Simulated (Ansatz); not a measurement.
TiO2 (Anatase), 6 atoms in the cell. The structure is tetragonal, space group I4_1/amd (No. 141). The conventional cell has a = 3.784 Å, b = 3.784 Å, c = 9.515 Å, α = 90.00°, β = 90.00°, γ = 90.00°. Around Ti (site symmetry -4m2) lie 6 O at 1.93 to 1.98 Å. Around O (site symmetry 2mm) lie 3 Ti at 1.93 to 1.98 Å. 

| Property | Result |
| --- | --- |
| Program | Ansatz 0.2.0 |
| Task | projected density of states |
| Functional | PBE |
| Potentials or basis | Ansatz PAW |
| Cutoff | 420 eV (not typed: the program's choice for these potentials) |
| k mesh | 10 × 10 × 10 |
| Occupations | fermi-dirac, width 0.05 eV |
| Spin | no spin polarisation |
| Hubbard terms | Ti d U = 1 eV |
| Hubbard projectors | ortho-atomic (the default) |
| Double counting | fll (the default) |

Potentials or basis: Ansatz PAW.

The run is started by

```bash
$ ansatz run input.yaml --threads 2 --pin off --max-ram 5632MiB --backend cpu --events-out ev --progress --plain --runs-dir out
```

Hardware: 2 threads of Intel(R) Xeon(R) 6975P-C (Granite Rapids) (shared host).

Task: Estimate the wall time of this run.

Result: Wall time 12 s on 2 threads of Intel(R) Xeon(R) 6975P-C (Granite Rapids), with other jobs on the host, peak memory 0.9 GiB. Counts: scf iterations 8, plane waves 1315, k points 102, bands 39.
